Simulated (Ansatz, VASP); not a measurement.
## Two plane-wave programs on BN

The input INCAR:

```
SYSTEM = BN
PREC = Accurate ; ENCUT = 600
EDIFF = 1E-6 ; ISMEAR = 0
SIGMA = 0.02 ; LREAL = .FALSE.
LASPH = .TRUE. ; NELM = 100
ALGO = Normal ; ISIF = 3
LWAVE = .FALSE. ; LCHARG = .FALSE.
IBRION = 2 ; NSW = 100
EDIFFG = -0.002
```

KPOINTS

```
Automatic mesh
0
G
  12 12 6
  0 0 0
```

File POSCAR:

```
BN
1.0
    2.5232970818      0.0000000000      0.0000000000
   -1.2616485409      2.1852393741      0.0000000000
    0.0000000000      0.0000000000      4.1764264572
B N
2 2
Direct
    0.6666666667      0.3333333333      0.9996937030
    0.3333333333      0.6666666667      0.4996937030
    0.6666666667      0.3333333333      0.6253062970
    0.3333333333      0.6666666667      0.1253062970
```

Input for Ansatz:

```yaml
crystal:
  lattice:
    - [2.5232970818, 0.0, 0.0]
    - [-1.2616485409, 2.1852393741, 0.0]
    - [0.0, 0.0, 4.1764264572]
  atoms:
    - { symbol: B, position: [0.6666666667, 0.3333333333, 0.999693703] }
    - { symbol: B, position: [0.3333333333, 0.6666666667, 0.499693703] }
    - { symbol: "N", position: [0.6666666667, 0.3333333333, 0.625306297] }
    - { symbol: "N", position: [0.3333333333, 0.6666666667, 0.125306297] }
basis:
  ecutwfc: 420
kpoints:
  mp_grid: { grid: [12, 12, 6] }
hamiltonian:
  xc: lda
scf:
  occupations: { method: gaussian, width: 0.02 }
output:
  forces: true
  stress: true
  eigenvalues: true
  write_density: true
  write_potential: true
  elf: true
  volumetric_format: npy
relax:
  adjacent_minimum: "off"
  f_tol: 0.002
  max_steps: 80
  cell: { stress_tol: 0.02 }
```

Measurements of this composition are mostly on another form, of space group No. 194.

Alike in both runs: task relaxation of cell and atoms; functional LDA; k mesh 12 × 12 × 6; occupations gaussian, width 0.02 eV; no spin polarisation.

|  | VASP | Ansatz |
| --- | --- | --- |
| version | VASP 6.6.1 | Ansatz 0.2.0 |
| potentials or method | VASP PAW LDA potentials, release 64 (B, N) | scalar-relativistic, plane waves, PAW |
| plane-wave cutoff (eV) | 600 | 420 |
| valence electrons in the cell | 16 | 16 |

```csv
,VASP,Ansatz,Ansatz less VASP
"gap on the k mesh at the Fermi level, each at its own relaxed structure (eV)",4.91,4.93,+0.022
relaxed volume (Å³/atom),5.77,5.75,-0.010
relaxed cell length with the largest relative difference (Å),2.525,2.523,-0.0015
```

A k mesh can miss the band edges.
